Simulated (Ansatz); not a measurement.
# SiNi (Pmmn) in Ansatz: settings compared

The runs below take SiNi through band structure, with PBE, PBE+U.

All numbers are computed with Ansatz 0.2.0; they aren't measurements. Logs are shortened: lines on timing, memory, paths and dates and some standing lists are left out, and cuts for length are marked.

**1. Starting point**

The structure is orthorhombic, space group Pmmn (No. 59). The conventional cell has a = 2.943 Å, b = 3.280 Å, c = 4.677 Å, α = 90.00°, β = 90.00°, γ = 90.00°. Ni (site symmetry mm2) has 6 Si at 2.34 to 2.37 Å and 4 Ni at 2.65 Å as nearest neighbours. Si (site symmetry mm2) has 6 Ni at 2.34 to 2.37 Å and 4 Si at 2.65 Å as nearest neighbours.

The cell is a database's computed one.

**2. Band structure, PBE, collinear spin, ferromagnetic start**

input.yaml reads:

```yaml
crystal:
  lattice:
    - [2.94277066, 0.0, 0.0]
    - [0.0, 3.28032554, 0.0]
    - [0.0, 0.0, 4.67744676]
  atoms:
    - { symbol: Ni, position: [0.5, 0.5, 0.34249559], spin: 1.0 }
    - { symbol: Ni, position: [0.0, 0.0, 0.65750441], spin: 1.0 }
    - { symbol: Si, position: [0.5, 0.5, 0.84314316] }
    - { symbol: Si, position: [0.0, 0.0, 0.15685684] }
hamiltonian:
  xc: pbe
  pseudopotentials: { kind: paw }
magnetization:
  spin_polarized: true
kpoints:
  mp_grid: { grid: [9, 8, 6] }
  band_path:
    path:
      - [[0.0, 0.0, 0.0], [0.5, 0.0, 0.0], [0.5, 0.5, 0.0], [0.0, 0.5, 0.0], [0.0, 0.0, 0.0], [0.0, 0.0, 0.5], [0.5, 0.0, 0.5], [0.5, 0.5, 0.5], [0.0, 0.5, 0.5], [0.0, 0.0, 0.5]]
      - [[0.0, 0.5, 0.0], [0.0, 0.5, 0.5]]
      - [[0.5, 0.0, 0.5], [0.5, 0.0, 0.0]]
      - [[0.5, 0.5, 0.0], [0.5, 0.5, 0.5]]
    npoints: 14
scf:
  occupations: { method: fermi_dirac, width: 0.05 }
  n_extra_bands: 10
output:
  forces: true
  stress: true
  eigenvalues: true
  fatbands: false
```

Potentials or basis: Ansatz PAW.

On the command line:

```console
> ansatz run input.yaml --threads 2 --pin off --max-ram 5632MiB --backend cpu --events-out ev --progress --plain --runs-dir out
```

Output:

```text
Warning: RAYON_NUM_THREADS=2 ignored (pool sized by the plan → 2); use --threads N
scf.n_extra_bands = 10 over 22 filled bands (N_el = 44.0): the run solves 32 bands
Engine: ansatz 0.2.0, aarch64-unknown-linux-gnu
Pseudopotentials: kind: paw
Pseudopotential: Ni, paw, valence charge 18, recommended cutoff 420 eV (normal), Ni.paw.azcp
Pseudopotential: Si, paw, valence charge 4, recommended cutoff 420 eV (normal), Si.paw.azcp
Functional definition: PBE
  parameter kappa = 0.804
  parameter beta = 0.06672455060314922
  exchange = pbe_x(kappa = kappa, mu = beta*pi^2/3)
  correlation = pbe_c(beta = beta)
Crystal: 4 atoms, lattice volume = 45.153 Å³
Basis set: ecut = 420 eV, 893 PW (Γ), exchange–correlation on 40×48×64 points (8 copies of the dense FFT grid, shifted against one another)
Bands: 32, of which v1, the nominal top of the filled ones, is band 22 counted from 1 (21 counted from 0)
Symmetry: 8 space group operations
Space group: Pmmn (ITA 59), of the structure as read, at distance tolerance 3.6e-5 Å
Magnetic group: BNS 59.405 (UNI 503), of the structure as read, at distance tolerance 3.6e-5 Å
k-points: 100 of 432
Non-local potential: Ni, projectors of the file, l = 0: 3, l = 1: 2, l = 2: 3, l = 3: 1
Non-local potential: Si, projectors of the file, l = 0: 2, l = 1: 2, l = 2: 2
PAW form: soft (Blöchl's): semilocal exchange-correlation on the pseudo side does not see the compensation charge
PAW one-centre angular grid: Ni, 590 points (default); XC on 64 Gauss nodes
PAW one-centre angular grid: Si, 110 points (default); XC on 64 Gauss nodes
Initial density: superposition of atomic densities (chi_scale 0.1, normalization cell)
Starting moments: Σ|m| = 2 μB on 2 of 4 sites
Initial wavefunctions: pseudopotential atomic-orbital guess
Functional: x = pbe(κ = 0.804, μ = 0.2195149727645171), c = pbe(β = 0.06672455060314922)
SCF iter   1: F=—  HF=-12950.634484 eV  |F-HF|=—  |Δ(HF+E_count)|=         —  Δρ=1.29e-1 (↑1.29e-1 ↓6.07e-2)  dr2=2.00e0  dr2_m=3.42e0  M=0.077 μB ∫|m|=0.218 μB  β_m=0.30  ethr=3.10e-3  ⟨swp⟩=5.8  Hψ=26397  notcnv=0  defer=17
Mixer restart at iter 1: flushing history
preconditioner: auto → Kerker (q_TF=auto, 2.717 Å⁻¹)  [metal: Δε(μ)=0.004 eV  Ē_g=10.209 eV  σ=0.050 eV  W_gap=0.02  n_scr=16 (ndim 8)  ℏωp=29.2 eV  f_vac=0.000  D(μ)=0.90/eV (n_scr^D=2)]
spin=Collinear: Kerker preconditioning applied to the charge; magnetization (m = ρ↑ − ρ↓) channel mixes plain (no charge-response kernel on spin).
SCF iter   2: F=—  HF=-12949.966191 eV  |F-HF|=—  |Δ(HF+E_count)|=   6.68e-1  Δρ=8.63e-2 (↑4.98e-2 ↓8.63e-2)  dr2=8.27e-1  dr2_m=1.80e0  M=0.068 μB ∫|m|=0.159 μB  β_m=0.45  ethr=3.10e-3  ⟨swp⟩=2.2  Hψ=11174  notcnv=0  defer=632
SCF iter   3: F=—  HF=-12951.643100 eV  |F-HF|=—  |Δ(HF+E_count)|=    1.68e0  Δρ=5.19e-2 (↑3.08e-2 ↓5.19e-2)  dr2=4.81e-1  dr2_m=6.57e-1  M=0.035 μB ∫|m|=0.101 μB  β_m=0.73  ethr=1.88e-3  ⟨swp⟩=2.2  Hψ=9961  notcnv=0  defer=632
SCF iter   4: F=—  HF=-12952.995902 eV  |F-HF|=—  |Δ(HF+E_count)|=    1.35e0  Δρ=2.53e-2 (↑2.32e-2 ↓2.53e-2)  dr2=9.75e-1  dr2_m=5.02e-4  M=0.001 μB ∫|m|=0.012 μB  β_m=0.73  ethr=1.09e-3  ⟨swp⟩=2.8  Hψ=10745  notcnv=0  defer=653
SCF iter   5: F=—  HF=-12952.843713 eV  |F-HF|=—  |Δ(HF+E_count)|=   1.52e-1  Δρ=5.29e-3 (↑5.29e-3 ↓5.09e-3)  dr2=2.20e-2  dr2_m=8.44e-6  M=-0.000 μB ∫|m|=0.002 μB  β_m=0.87  ethr=1.09e-3  ⟨swp⟩=2.6  Hψ=10179  notcnv=0  defer=663
SCF iter   6: F=—  HF=-12952.851784 eV  |F-HF|=—  |Δ(HF+E_count)|=   8.07e-3  Δρ=4.00e-4 (↑3.76e-4 ↓4.00e-4)  dr2=5.62e-4  dr2_m=4.10e-6  M=0.000 μB ∫|m|=0.001 μB  β_m=0.90  ethr=4.99e-5  ⟨swp⟩=2.1  Hψ=11308  notcnv=0  defer=674
SCF iter   7: F=—  HF=-12952.851777 eV  |F-HF|=—  |Δ(HF+E_count)|=   6.54e-6  Δρ=1.50e-4 (↑1.49e-4 ↓1.50e-4)  dr2=3.97e-5  dr2_m=8.32e-8  M=0.000 μB ∫|m|=0.000 μB  β_m=0.95  ethr=1.28e-6  ⟨swp⟩=2.0  Hψ=8023  notcnv=0  defer=674
SCF iter   8: F=—  HF=-12952.851808 eV  |F-HF|=—  |Δ(HF+E_count)|=   3.03e-5  Δρ=6.93e-5 (↑6.63e-5 ↓6.93e-5)  dr2=6.90e-6  dr2_m=2.17e-9  M=0.000 μB ∫|m|=0.000 μB  β_m=0.97  ethr=9.03e-8  ⟨swp⟩=2.0  Hψ=8545  notcnv=0  defer=674
SCF iter   9: F=—  HF=-12952.851808 eV  |F-HF|=—  |Δ(HF+E_count)|=   1.69e-7  Δρ=1.24e-5 (↑1.24e-5 ↓1.24e-5)  dr2=2.58e-7  dr2_m=1.44e-11  M=-0.000 μB ∫|m|=0.000 μB  β_m=0.97  ethr=1.57e-8  ⟨swp⟩=2.0  Hψ=8471  notcnv=0  defer=674
SCF iter  10: F=—  HF=-12952.851808 eV  |F-HF|=—  |Δ(HF+E_count)|=   3.94e-9  Δρ=1.05e-5 (↑1.03e-5 ↓1.05e-5)  dr2=1.58e-7  dr2_m=5.19e-12  M=-0.000 μB ∫|m|=0.000 μB  β_m=0.98  ethr=5.87e-10  ⟨swp⟩=1.5  Hψ=6623  notcnv=0  defer=674
SCF iter  11: F=—  HF=-12952.851808 eV  |F-HF|=—  |Δ(HF+E_count)|=   1.07e-8  Δρ=2.47e-6 (↑2.47e-6 ↓2.39e-6)  dr2=7.89e-9  dr2_m=9.41e-13  M=-0.000 μB ∫|m|=0.000 μB  β_m=0.84  ethr=3.59e-10  ⟨swp⟩=1.1  Hψ=6413  notcnv=0  defer=674
SCF iter  12: F=-12952.851808 eV  HF=-12952.851808 eV  |F-HF|=3.48e-9  |Δ(HF+E_count)|=   1.04e-9  Δρ=1.65e-6 (↑1.59e-6 ↓1.65e-6)  dr2=3.76e-9  dr2_m=3.96e-13  M=-0.000 μB ∫|m|=0.000 μB  ethr=1.79e-11  ⟨swp⟩=7.3  Hψ=26889  notcnv=0
SCF 1 converged in 12 iterations: F = -12952.851808 eV  dr2 = 3.76e-9
WARN: the starting moments were not kept: the SCF closed with an absolute magnetisation of 6.8e-7 μB, where they sum to 2 μB in size (2 sites). That is at most 0.1 of that sum. Measured as dr2_m measures the in/out step, that magnetisation stands 2.5e-13 eV from none, at or under the dr2_threshold of 1.0e-7 eV: it is no larger than a step whose dr2_m would equal this threshold. The system may hold no moment; this SCF shows only that its start led to no more than that. To try another start: raise the starting moments (crystal.atoms[].spin, magnetization.per_species, magnetization.initial_magnetization, or on a non-collinear deck that types none of these the spinor_matrix: blocks that start its atoms; where the total moment is fixed, keep their sum and leave initial_magnetization as it is; typed ones take the place of any that the run laid by itself, positive ones on a crystal's lanthanoids without a Hubbard term where scf.initial_density.shell_occupations: [] is typed) or, if the notice of its spin-set hold's release reads "site moments contracting" or "site moments show no strong build", lengthen the hold (scf.mixing.spin_hold: { on: { confirm: 4 } }; for m-r²SCAN on two components see the key's manual first). Each may lead to a state that holds a moment. A second SCF, from the converged charge density, with the starting moments and any scf.initial_density.shell_occupations laid on it anew, would have followed, and was not run: the deck does not ask for one (magnetization.retry_lost_moments is false, the default). To let it run, set magnetization.retry_lost_moments: true and run the deck again, where that key's refused combinations let it; where memory then withholds it, that run's warning says so.
NSCF: frozen V_eff on 172 k-points
SCF converged after 12 iterations
Magnetization: -0.0000 μB (22.0000 up, 22.0000 down)
Absolute magnetization: 0.0000 μB (∫|ρ↑−ρ↓|, with the PAW one-centre terms)
Spin contamination: 0.0000 ħ² per cell (⟨S²⟩ above its minimum at these occupations)
Per-site moments (μB) at R_I (Å): [(-1.7304111454335526e-7, 0.963473942393171), (-1.7304111439125086e-7, 0.9634739423931709), (1.6977193803011863e-8, 0.963473942393171), (1.6977193823873623e-8, 0.9634739423931709)]
Free energy (F): -12952.851808 eV
Harris-Foulkes:  -12952.851808 eV  (|F-HF|=3.48e-9)
Internal energy: -12952.843638 eV  (E = F + TS)
E sigma→0 (E₀):  -12952.847723 eV
Entropy (-TS):   -0.008169 eV (-2.042 meV/atom)
Fermi energy:    16.364165 eV
--- Per-component energies (eV) ---
  E_band       = -590.004354
  E_kinetic    = 659.668062
  E_local      = -8860.578217  (includes V_loc(G=0)·N_el)
  E_nonlocal   = 1321.246572
  E_hartree    = 3834.731667
  E_xc         = -286.040664
  E_vxc        = -320.452048  (∫ρ·V_xc dr)
  E_paw        = -4286.817539  (= ΣΔE_a)
  E_vpaw       = -1059.360761  (= ΣTr[D̂ρ^β])
  E_aug_tail   = 0.001093  (compensation charges beyond the density's cutoff)
  E_ewald      = -5335.054613
  E_smearing   = -0.008169  (= −TS)
  E_closure    = -0.000000  (closes the sum)
  Σ components = -12952.851808   (vs F -12952.851808, Δ=0.00e0)
--- Forces (eV/Å), atoms counted from 1 ---
  atom   1  Ni     0.00000000     0.00000000     0.05398369
  atom   2  Ni     0.00000000     0.00000000    -0.05398369
  atom   3  Si     0.00000000     0.00000000     0.02225711
  atom   4  Si     0.00000000     0.00000000    -0.02225711
  max |Σ_I F_I| component: 3.47e-18 eV/Å
--- Stress (GPa, compression-positive) ---
        6.632912       0.000000       0.000000
        0.000000       7.065314       0.000000
        0.000000       0.000000       6.455084
  P = ⅓ Tr σ = 6.7178 GPa (67.178 kbar)
--- Band table (eV; the first three rows and the last of 200) ---
  k-point 0 ↑: bands = ["-87.6826", "-87.6731", "-48.2119", "-48.1832", "-48.0938", "-48.0553", "-47.9968", "-47.9677", "2.1713", "7.9960", "9.6203", "12.0218", "12.5331", "13.3451", "13.4562", "13.5169", "13.5919", "13.6382", "14.0153", "14.3262", "14.3377", "14.9740", "17.5893", "19.0944", "21.5323", "21.9025", "23.6303", "24.0776", "24.2143", "25.2187", "26.8918", "27.3909"]
  k-point 1 ↑: bands = ["-87.6826", "-87.6731", "-48.2118", "-48.1834", "-48.0938", "-48.0553", "-47.9968", "-47.9677", "2.3198", "7.1620", "10.1268", "12.0828", "12.4804", "13.3566", "13.4670", "13.4809", "13.5227", "13.6263", "13.9237", "14.3142", "14.8954", "15.4224", "17.8896", "19.0044", "20.6390", "21.8457", "22.9353", "23.1926", "25.1787", "25.9369", "26.8484", "27.5633"]
  k-point 2 ↑: bands = ["-87.6826", "-87.6731", "-48.2117", "-48.1838", "-48.0937", "-48.0553", "-47.9968", "-47.9678", "2.6979", "5.9873", "10.6101", "12.2104", "12.3706", "13.3108", "13.3704", "13.3935", "13.4897", "13.6015", "13.7450", "14.2893", "16.4065", "16.6331", "18.6440", "18.8282", "19.1653", "21.5885", "21.6756", "21.7866", "25.2101", "26.8062", "26.8256", "28.8418"]
  k-point 99 ↓: bands = ["-87.6767", "-87.6767", "-48.1962", "-48.1962", "-48.0828", "-48.0828", "-47.9932", "-47.9932", "8.5824", "8.5824", "9.7130", "9.7130", "11.3773", "11.3773", "12.6006", "12.6006", "13.4350", "13.4350", "14.2246", "14.2246", "14.8598", "14.8598", "16.0005", "16.0005", "17.5824", "17.5824", "24.2736", "24.2736", "25.5350", "25.5350", "27.2984", "27.2984"]
```

It took 14 s on 2 threads of Arm Neoverse V2, shared host; peak memory 0.52 GiB.

What came out:

* Free energy: -12952.8518 eV
* Pressure: 6.7 GPa
* Largest force: 0.054 eV/Å
* Band gap on the k mesh: none (metal or under the smearing width)
* Net moment: 0.00 μB per cell
* Absolute moment: 0.00 μB per cell

Forces on the atoms (eV/Å):
```
Ni   0.000  0.000  0.054
Ni   0.000  0.000 -0.054
Si   0.000  0.000  0.022
Si   0.000  0.000 -0.022
```

Levels at the corners of the path, in eV from the Fermi level:
Spin up:
```
point  band 18  band 19  band 20  band 21  band 22  band 23  band 24  band 25  band 26  band 27
    Γ    -2.73    -2.35    -2.04    -2.03    -1.39     1.23     2.73     5.17     5.54     7.27
    X    -2.64    -2.62    -2.62    -1.61    -1.61     1.76     1.76     3.44     3.44     6.05
    S    -3.37    -2.12    -2.12    -1.61    -1.61     1.58     1.58     1.94     1.94     3.88
    Y    -2.80    -2.27    -2.27    -2.22    -2.22     1.16     1.16     4.99     4.99     7.87
    Γ    -2.73    -2.35    -2.04    -2.03    -1.39     1.23     2.73     5.17     5.54     7.27
    Z    -2.80    -2.72    -2.09     1.10     1.57     1.98     2.40     2.90     3.61     4.50
    U    -2.48    -2.26    -2.26    -1.41    -1.41     3.62     3.62     5.31     5.31     5.67
    R    -2.88    -2.15    -2.15    -1.53    -1.53    -0.42    -0.42     1.04     1.04     8.08
    T    -2.58    -2.08    -2.08    -2.05    -2.05     5.22     5.22     5.40     5.40     7.15
    Z    -2.80    -2.72    -2.09     1.10     1.57     1.98     2.40     2.90     3.61     4.50
    Y    -2.80    -2.27    -2.27    -2.22    -2.22     1.16     1.16     4.99     4.99     7.87
    T    -2.58    -2.08    -2.08    -2.05    -2.05     5.22     5.22     5.40     5.40     7.15
    U    -2.48    -2.26    -2.26    -1.41    -1.41     3.62     3.62     5.31     5.31     5.67
    X    -2.64    -2.62    -2.62    -1.61    -1.61     1.76     1.76     3.44     3.44     6.05
    S    -3.37    -2.12    -2.12    -1.61    -1.61     1.58     1.58     1.94     1.94     3.88
    R    -2.88    -2.15    -2.15    -1.53    -1.53    -0.42    -0.42     1.04     1.04     8.08
```
Spin down:
```csv
point,band 20,band 21,band 22,band 23,band 24,band 25
Γ,-2.04,-2.03,-1.39,1.23,2.73,5.17
X,-2.62,-1.61,-1.61,1.76,1.76,3.44
S,-2.12,-1.61,-1.61,1.58,1.58,1.94
Y,-2.27,-2.22,-2.22,1.16,1.16,4.99
Γ,-2.04,-2.03,-1.39,1.23,2.73,5.17
Z,-2.09,1.10,1.57,1.98,2.40,2.90
U,-2.26,-1.41,-1.41,3.62,3.62,5.31
R,-2.15,-1.53,-1.53,-0.42,-0.42,1.04
T,-2.08,-2.05,-2.05,5.22,5.22,5.40
Z,-2.09,1.10,1.57,1.98,2.40,2.90
Y,-2.27,-2.22,-2.22,1.16,1.16,4.99
T,-2.08,-2.05,-2.05,5.22,5.22,5.40
U,-2.26,-1.41,-1.41,3.62,3.62,5.31
X,-2.62,-1.61,-1.61,1.76,1.76,3.44
S,-2.12,-1.61,-1.61,1.58,1.58,1.94
R,-2.15,-1.53,-1.53,-0.42,-0.42,1.04
```

Caveat: the starting moments weren't kept.

**3. Band structure, PBE+U, collinear spin, ferromagnetic start**

Changes to input.yaml since step 2:

```diff
@@ -13,2 +13,3 @@
   pseudopotentials: { kind: paw }
+  hubbard: { sites: [{ species: Ni, l: d, u_eff: 3.0 }] }
 magnetization:
```

Potentials or basis: Ansatz PAW.

On the command line:

```console
> ansatz run input.yaml --threads 2 --pin off --max-ram 5632MiB --backend cpu --events-out ev --progress --plain --runs-dir out
```

Wall time 17 s (2 threads of Arm Neoverse V2, shared host); peak memory 0.56 GiB.

The run converged. Its results:

| Quantity | Value |
| --- | --- |
| Free energy | -12950.0525 eV |
| Pressure | 6.0 GPa |
| Largest force | 0.077 eV/Å |
| Band gap on the k mesh | none (metal or under the smearing width) |
| Net moment | 0.00 μB per cell |
| Absolute moment | 0.00 μB per cell |

Forces in eV/Å, atoms in the order of the input:
```
Ni   0.000  0.000  0.077
Ni   0.000  0.000 -0.077
Si   0.000  0.000 -0.024
Si   0.000  0.000  0.024
```

Stress tensor (GPa, compression positive):
```
5.69 0.00 0.00
0.00 6.43 0.00
0.00 0.00 5.90
```

Levels at the corners of the path, in eV from the Fermi level:
Spin up:
```csv
point,band 19,band 20,band 21,band 22,band 23,band 24,band 25,band 26
Γ,-2.70,-2.24,-2.23,-1.28,1.38,2.88,5.37,5.72
X,-2.77,-2.77,-2.02,-2.02,1.92,1.92,3.58,3.58
S,-2.53,-2.53,-1.84,-1.84,1.73,1.73,2.09,2.09
Y,-2.65,-2.65,-2.57,-2.57,1.31,1.31,5.13,5.13
Γ,-2.70,-2.24,-2.23,-1.28,1.38,2.88,5.37,5.72
Z,-3.08,-2.28,1.13,1.85,2.23,2.58,3.00,3.77
U,-2.53,-2.53,-1.77,-1.77,3.75,3.75,5.47,5.47
R,-2.57,-2.57,-1.77,-1.77,-0.57,-0.57,1.19,1.19
T,-2.45,-2.45,-2.34,-2.34,5.43,5.43,5.53,5.53
Z,-3.08,-2.28,1.13,1.85,2.23,2.58,3.00,3.77
Y,-2.65,-2.65,-2.57,-2.57,1.31,1.31,5.13,5.13
T,-2.45,-2.45,-2.34,-2.34,5.43,5.43,5.53,5.53
U,-2.53,-2.53,-1.77,-1.77,3.75,3.75,5.47,5.47
X,-2.77,-2.77,-2.02,-2.02,1.92,1.92,3.58,3.58
S,-2.53,-2.53,-1.84,-1.84,1.73,1.73,2.09,2.09
R,-2.57,-2.57,-1.77,-1.77,-0.57,-0.57,1.19,1.19
```
Spin down:
```tsv
point	band 20	band 21	band 22	band 23	band 24	band 25
Γ	-2.24	-2.23	-1.28	1.38	2.88	5.37
X	-2.77	-2.02	-2.02	1.92	1.92	3.58
S	-2.53	-1.84	-1.84	1.73	1.73	2.09
Y	-2.65	-2.57	-2.57	1.31	1.31	5.13
Γ	-2.24	-2.23	-1.28	1.38	2.88	5.37
Z	-2.28	1.13	1.85	2.23	2.58	3.00
U	-2.53	-1.77	-1.77	3.75	3.75	5.47
R	-2.57	-1.77	-1.77	-0.57	-0.57	1.19
T	-2.45	-2.34	-2.34	5.43	5.43	5.53
Z	-2.28	1.13	1.85	2.23	2.58	3.00
Y	-2.65	-2.57	-2.57	1.31	1.31	5.13
T	-2.45	-2.34	-2.34	5.43	5.43	5.53
U	-2.53	-1.77	-1.77	3.75	3.75	5.47
X	-2.77	-2.02	-2.02	1.92	1.92	3.58
S	-2.53	-1.84	-1.84	1.73	1.73	2.09
R	-2.57	-1.77	-1.77	-0.57	-0.57	1.19
```

Eigenvalues of the final occupation matrices:
```
  site  spin  trace               eigenvalues
site 1     1   4.49  0.85 0.88 0.89 0.91 0.96
site 1     2   4.49  0.85 0.88 0.89 0.91 0.96
site 2     1   4.49  0.85 0.88 0.89 0.91 0.96
site 2     2   4.49  0.85 0.88 0.89 0.91 0.96
```

Caveat: the magnetic or orbital state may not be the lowest; the U is typed as a test and isn't derived for this compound; the starting moments weren't kept. The state reached can hang on the start; a lower one may exist.
